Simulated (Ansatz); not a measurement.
# Ge: do energies and stresses tell the same story?

Computed with DFT PBE, scalar-relativistic, plane waves, PAW (Ansatz).

Plane waves to 420 eV, a k mesh through Γ of 14×14×14 on the computed 2-atom cell and Gaussian smearing (0.10 eV); no spin polarisation.

Relaxed cell: Fd-3m, a = 5.761 Å, b = 5.761 Å, c = 5.761 Å, α = 90.00°, β = 90.00°, γ = 90.00°, 2 atoms in the primitive cell.

Energies at zero smearing and pressures from the stress tensor, at volumes with shape and atoms relaxed:
| V (Å³/atom) | E − E(first) (meV/atom) | P (GPa) |
| --- | --- | --- |
| 21.033 | 0.00 | 10.27 |
| 21.750 | -38.38 | 6.98 |
| 22.467 | -63.28 | 4.24 |
| 23.184 | -76.92 | 1.94 |
| 23.901 | -81.10 | 0.01 |
| 24.618 | -77.35 | -1.61 |
| 25.335 | -67.00 | -2.96 |
| 26.291 | -44.77 | -4.43 |

Problem. Check P = −dE/dV between neighbouring volumes, and get the bulk modulus from the pressures alone.

Solution. With 1 eV/Å³ = 160.2 GPa:
| middle V (Å³/atom) | −ΔE/ΔV (GPa) | mean P (GPa) |
| --- | --- | --- |
| 21.392 | 8.575 | 8.626 |
| 22.109 | 5.564 | 5.610 |
| 22.826 | 3.050 | 3.088 |
| 23.543 | 0.933 | 0.974 |
| 24.260 | -0.839 | -0.800 |
| 24.977 | -2.311 | -2.284 |
| 25.813 | -3.726 | -3.695 |

The two differ by 0.05 GPa at most. The mean of two end pressures misses the average over a step by about ΔV² P″/12, up to 0.05 GPa here; with that taken off 0.02 GPa remains. Around V = 23.901 Å³/atom, the two neighbours give B = −V ΔP/ΔV = 23.901 × 3.55 / 1.434 = 59.1 GPa, against B0 = 58.7 GPa from the Birch–Murnaghan fit of the energies.